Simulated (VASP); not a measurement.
Here is a VASP 6.6.1 calculation.

POSCAR

```
Te
1.0
    4.3118200000      0.0000000000      0.0000000000
   -2.1559100000      3.7341400000      0.0000000000
    0.0000000000      0.0000000000      5.9663300000
Te
3
Direct
    0.2846900000      0.0000000000      0.3333300000
    1.0000000000      0.2846900000      0.6666700000
    0.7153100000      0.7153100000      0.0000000000
```

The input INCAR.step1:

```
ALGO = Normal ; EDIFF = 1E-5
ENCUT = 520 ; GGA = PE
ISIF = 2 ; ISMEAR = 0
LASPH = T ; LCHARG = F
LREAL = F ; LWAVE = T
NELM = 80 ; PREC = Accurate
SIGMA = 0.1
```

File INCAR.step2:

```
ALGO = Normal ; EDIFF = 1E-7
ENCUT = 520 ; GGA = PE
HFSCREEN = 0.2 ; ISIF = 2
ISMEAR = 0 ; ISTART = 1
LASPH = T ; LCHARG = F
LHFCALC = T ; LREAL = F
LWAVE = F ; NELM = 80
PREC = Accurate ; PRECFOCK = Fast
SIGMA = 0.1
```

File KPOINTS:

```
k-points
0
Gamma
  6 6 4
```

Potentials or basis: VASP PAW PBE potentials, release 64 (Te).

Launch:

```sh
$ cat potpaw_PBE.64/Te/POTCAR > POTCAR
$ cp INCAR.step1 INCAR
$ mpirun -np 1 vasp_std > vasp.out
$ cp INCAR.step2 INCAR
$ mpirun -np 1 vasp_std > vasp.out
```

(1) Estimate the band gap on the k mesh.

(2) Estimate the pressure.

Results:

(1) 0.36 eV, direct.

(2) 0.1 GPa.

Caveat: the PAW data sets were made with another functional, which shifts forces and pressure a little; spin-orbit coupling is left out, which moves the levels of the heavy elements.
